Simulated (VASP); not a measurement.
MoS2: single point with PBE

Crystal: MoS2.

```
Mo S
1.0
     3.22746    0.00000    0.00000
    -1.61373    2.79507    0.00000
     0.00000    0.00000    6.31247
Mo S
1 2
Direct
  0.00000 0.00000 0.50000
  0.66667 0.33333 0.74468
  0.33333 0.66667 0.25532
```

Measurements of this composition are mostly on another form, of space group No. 194.

* Program: VASP 6.6.1
* Task: single point
* Functional: PBE
* Potentials or basis: VASP PAW PBE potentials, release 64 (Mo_sv, S)
* Cutoff: 520 eV
* k mesh: 9 × 9 × 4
* Occupations: fermi-dirac, width 0.05 eV
* Spin: no spin polarisation

The pressure is 1.0 GPa. The largest force is 0.276 eV/Å and the band gap on the k mesh is none (metal or under the smearing width).

Forces on the atoms (eV/Å):
```
Mo   0.000  0.000  0.000
S    0.000  0.000  0.276
S    0.000  0.000 -0.276
```

Stress tensor (GPa, compression positive):
```
0.02 0.00 0.00
0.00 0.02 0.00
0.00 0.00 2.91
```

Levels at points of the mesh, in eV from the Fermi level:
```tsv
k point	band 9	band 10	band 11	band 12	band 13	band 14	band 15	band 16	band 17	band 18
(0.00, 0.00, 0.00)	-4.02	-1.84	-1.05	-0.94	-0.94	-0.33	-0.33	3.19	3.19	6.08
(0.00, 0.00, 0.50)	-4.02	-3.57	-0.95	-0.95	-0.39	-0.39	-0.08	3.35	3.35	6.05
```

It took 32 s on 1 thread of Intel(R) Xeon(R) Platinum 8375C CPU @ 2.90GHz (Ice Lake), with other jobs on the host, peak memory 0.19 GiB.

Caveat: this functional lacks dispersion, which binds the layers, so the pressure and a relaxed spacing across them are unreliable.
